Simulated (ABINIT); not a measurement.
BAs: equation of state with RPBE+D3

**What was measured.**

“Basic Physical Properties of Cubic Boron Arsenide”, 2019, arxiv:1911.11281 quotes, for a bulk crystal of BAs: bulk modulus 148 GPa.

BAs:

```xyz
2
Lattice="0.0000 2.3885 2.3885 2.3885 0.0000 2.3885 2.3885 2.3885 0.0000" Properties=species:S:1:pos:R:3 pbc="T T T"
As    3.5827    3.5827    3.5827
B     0.0000    0.0000    0.0000
```

```yaml
Program: ABINIT 10.8.3 (patched build)
Task: equation of state
Functional: RPBE
Dispersion: D3
Potentials_or_basis: JTH PAW PBE v2.0
Cutoff: 408 eV
k_mesh: 10 × 10 × 10
Occupations: fermi-dirac, width 0.05 eV
Spin: no spin polarisation
Dispersion_computed_by: simple-dftd3 1.7.0
Fine-grid_cutoff: 816.342 eV
Exchange_and_correlation_inside_the_PAW_spheres: full angular mesh (pawxcdev 0, this build's default; the released program takes 1)
```

```yaml
Equilibrium_volume: 13.85 Å³/atom
Bulk_modulus: 130 GPa
Pressure_derivative_of_the_bulk_modulus: 4.1
```

Energy against volume, from the lowest point:
```csv
volume (Å³/atom),energy (meV/atom)
12.809,36.29
13.081,19.12
13.354,7.62
13.626,1.45
13.899,0.00
14.171,2.80
14.444,9.45
```

Wall time 83 s on 1 thread of Arm Neoverse V1, with other jobs on the host, peak memory 0.12 GiB.

Against the measured bulk modulus of BAs, 148 GPa (quoted in “Basic Physical Properties of Cubic Boron Arsenide”, 2019, arxiv:1911.11281), the calculated 130 GPa is off by -12.3 %. The fit is for a static lattice scaled at fixed shape and fixed fractional positions.

Caveat: pressures at fixed basis lie under the slope of the energies; the log and the count of SCF iterations are those of the last ABINIT call alone; the PAW data sets were made with another functional, which shifts forces and pressure a little.
